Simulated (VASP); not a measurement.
## BAs: band structure with r2SCAN

BAs:

```xyz
2
Lattice="0.0000 2.4082 2.4082 2.4082 0.0000 2.4082 2.4082 2.4082 0.0000" Properties=species:S:1:pos:R:3 pbc="T T T"
B     3.6123    3.6123    3.6123
As    0.0000    0.0000    0.0000
```

The cell is a database's computed one.

```
Program                : VASP 6.6.1
Task                   : band structure
Functional             : r2SCAN
Potentials or basis    : VASP PAW PBE potentials, release 64 (B, As)
Cutoff                 : 450 eV
k mesh                 : 12 × 12 × 12
Occupations            : gaussian, width 0.02 eV
Spin                   : no spin polarisation
Further INCAR settings : ALGO = Normal; EDIFF = 1e-06
```

The pressure is -2.5 GPa. The band gap on the k mesh is 1.41 eV, indirect (least direct gap 3.42 eV). The band gap along the path is 1.40 eV, indirect (least direct gap 3.42 eV).

Levels at the corners of the path, in eV from the valence-band top:
```tsv
point	band 2	band 3	band 4	band 5	band 6	band 7
Γ	0.00	0.00	0.00	3.42	3.42	3.42
X	-8.92	-4.20	-4.20	1.64	1.72	11.92
X	-8.92	-4.20	-4.20	1.64	1.72	11.92
W	-8.49	-5.58	-5.29	5.68	6.32	7.13
W	-8.49	-5.58	-5.29	5.68	6.32	7.13
K	-8.54	-6.05	-3.60	2.29	5.90	9.63
K	-8.54	-6.05	-3.60	2.29	5.90	9.63
Γ	0.00	0.00	0.00	3.42	3.42	3.42
Γ	0.00	0.00	0.00	3.42	3.42	3.42
L	-9.06	-1.89	-1.89	2.83	5.03	5.03
L	-9.06	-1.89	-1.89	2.83	5.03	5.03
U	-8.54	-6.05	-3.60	2.29	5.90	9.63
U	-8.54	-6.05	-3.60	2.29	5.90	9.63
W	-8.49	-5.58	-5.29	5.68	6.32	7.13
W	-8.49	-5.58	-5.29	5.68	6.32	7.13
L	-9.06	-1.89	-1.89	2.83	5.03	5.03
L	-9.06	-1.89	-1.89	2.83	5.03	5.03
K	-8.54	-6.05	-3.60	2.29	5.90	9.63
U	-8.54	-6.05	-3.60	2.29	5.90	9.63
X	-8.92	-4.20	-4.20	1.64	1.72	11.92
```

Run time: 87 s on 2 MPI ranks on AMD EPYC 7R43 64-Core Processor (Zen 3), with other jobs on the host, peak memory 0.12 GiB a rank.

Caveat: the PAW data sets were made with another functional, which shifts forces and pressure a little. r2SCAN opens gaps a little over a GGA but as a rule still falls short of measured ones.
